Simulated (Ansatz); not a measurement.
Cd:

```
Cd
1.0
     2.97887    0.00000    0.00000
    -1.48944    2.57978    0.00000
     0.00000    0.00000    5.61765
Cd
2
Direct
  0.66667 0.33333 0.75000
  0.33333 0.66667 0.25000
```

| Quantity | Value |
| --- | --- |
| Program | Ansatz 0.2.0 |
| Task | relaxation of cell and atoms |
| Functional | RPBE |
| Potentials or basis | all-electron LAPW, inner shells corrected to Dirac's equation |
| Basis error allowed | 0.001 eV/atom |
| k mesh | 10 × 10 × 5 |
| Occupations | gaussian, width 0.05 eV |
| Spin | collinear spin, antiferromagnetic start |
| Starting moments | [0.5, -0.5] μB |

At the start: volume 21.59 Å³/atom.

Q: How do energy, volume and symmetry change on relaxing?

A: Over 6 steps the energy falls by 38.7 meV/atom and the volume is 24.10 Å³/atom (+11.6 %); space group P6_3/mmc (No. 194, to 0.05 Å); moment 0.00 μB per cell.

Step by step:
```csv
step,energy change (eV),largest force (eV/Å),volume (Å³)
1,0.0000,0.0000,43.17
2,-0.0767,0.0000,48.77
3,-0.0774,0.0000,48.38
4,-0.0775,0.0000,48.21
5,-0.0775,0.0000,48.19
6,-0.0775,0.0000,48.19
```

Final structure:
```cif
data_structure
_symmetry_space_group_name_H-M 'P 1'
_symmetry_Int_Tables_number 1
_cell_length_a 3.0951
_cell_length_b 3.0951
_cell_length_c 5.8088
_cell_angle_alpha 90.000
_cell_angle_beta 90.000
_cell_angle_gamma 120.000
_cell_volume 48.19
loop_
_atom_site_label
_atom_site_type_symbol
_atom_site_fract_x
_atom_site_fract_y
_atom_site_fract_z
_atom_site_occupancy
Cd1 Cd 0.66667 0.33333 0.75000 1
Cd2 Cd 0.33333 0.66667 0.25000 1
```

Caveat: the volume moved by +12 % from the deposited cell, more than functionals usually miss; the starting moments weren't kept.
